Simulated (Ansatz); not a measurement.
Crystal: FeO (Wuestite).

```
Fe O
1.0
     0.00000    2.15540    2.15540
     2.15540    0.00000    2.15540
     2.15540    2.15540    0.00000
Fe O
1 1
Direct
  0.00000 0.00000 0.00000
  0.50000 0.50000 0.50000
```

```yaml
Program: Ansatz 0.2.0
Task: relaxation of cell and atoms
Functional: PBE
Dispersion: D3(BJ)
Potentials_or_basis: all-electron LAPW, scalar-relativistic
Basis_error_allowed: 0.001 eV/atom
k_mesh: 11 × 11 × 11
Occupations: fermi-dirac, width 0.05 eV
Spin: collinear spin, ferromagnetic start
Starting_moments: "[3.0, 0.0] μB"
```

At the start: volume 10.01 Å³/atom.

Task: Where does the relaxation end?

Result: Over 5 steps the energy falls by 2.2 meV/atom and the volume is 9.82 Å³/atom (-1.9 %); space group Fm-3m (No. 225, to 0.05 Å); moment 4.00 μB per cell.

Step by step:
| step | energy change (eV) | largest force (eV/Å) | volume (Å³) |
| --- | --- | --- | --- |
| 1 | 0.0000 | 0.0000 | 20.03 |
| 2 | -0.0037 | 0.0000 | 19.79 |
| 3 | -0.0043 | 0.0000 | 19.64 |
| 4 | -0.0043 | 0.0000 | 19.64 |
| 5 | -0.0043 | 0.0000 | 19.64 |

Final structure:
```yaml
crystal:
  lattice:
    - [0.00000, 2.14158, 2.14158]
    - [2.14158, 0.00000, 2.14158]
    - [2.14158, 2.14158, 0.00000]
  atoms:
    - { symbol: Fe, position: [0.00000, 0.00000, 0.00000] }
    - { symbol: O, position: [0.50000, 0.50000, 0.50000] }
```

Caveat: a cell with one magnetic atom can't hold antiferromagnetic order, which such compounds often take.
